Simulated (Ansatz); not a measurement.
# From barrier to diffusion: O in Ti

Method: DFT PBEsol, scalar-relativistic, plane waves, PAW in Ansatz. (420 eV cutoff, 4×4×4 k-mesh, shifted by half a step, Gaussian smearing of 0.10 eV, no spin polarisation)

Host crystal, relaxed:

```cif
data_structure
_symmetry_space_group_name_H-M 'P 1'
_symmetry_Int_Tables_number 1
_cell_length_a 2.9004
_cell_length_b 2.9004
_cell_length_c 4.5910
_cell_angle_alpha 90.000
_cell_angle_beta 90.000
_cell_angle_gamma 120.000
_cell_volume 33.45
loop_
_atom_site_label
_atom_site_type_symbol
_atom_site_fract_x
_atom_site_fract_y
_atom_site_fract_z
_atom_site_occupancy
Ti1 Ti 0.33333 0.66667 0.25000 1
Ti2 Ti 0.66667 0.33333 0.75000 1
```

In a supercell of 18 host sites, interstitial O hops to an equivalent place, moving 2.80 Å. Climbing-image nudged elastic band at fixed cell; the order of the saddle wasn't checked, and the small cell leaves errors of about a tenth of an eV.

```csv
image,path (Å),E − E(0) (eV)
0,0.00,0.000
1,0.68,0.306
2,1.36,0.780
3,2.08,0.381
4,2.80,0.770
5,3.52,0.347
6,4.24,0.000
```

What are the barriers forward and back, and what attempt frequency does the shape suggest?

Forward 0.78 eV, back 0.78 eV, the ends being level. For a sinusoidal profile E_b sin²(πx/l), with the O atom alone moving, ν = (1/l)√(E_b/2m) = 5.5×10¹² s⁻¹, within an order of magnitude of the customary 10¹³ s⁻¹; a true prefactor needs the vibrations at the minimum and at the saddle.

With ν = 10¹³ s⁻¹, give the forward jump rate along this one path, the wait 1/k for that jump, the diffusivity D ≈ l²k and the distance √(Dt) covered in an hour at 300, 600 and 1000 K, taking the host as solid throughout.

k = ν exp(−E_b/k_BT):
```tsv
T (K)	k (1/s)	wait (s)	D (cm²/s)	√(Dt) in 1 h (nm)
300	0.77	1.3	6.1×10⁻¹⁶	15
600	2.8×10⁶	3.6×10⁻⁷	2.2×10⁻⁹	2.8×10⁴
1000	1.2×10⁹	8.6×10⁻¹⁰	9.1×10⁻⁷	5.7×10⁵
```

D = l²k holds for six equivalent jumps in three dimensions (z l²k/6) and is a scale otherwise. Long-range transport needs a connected net of such jumps, and traps slow it. D is that of an interstitial already there. An error of 0.1 eV in the barrier changes k by a factor of 48 at 300 K and 3.2 at 1000 K.

Cost: 1 run of about 53 core-minutes, on Intel Xeon 6975P-C (Granite Rapids) (shared hosts).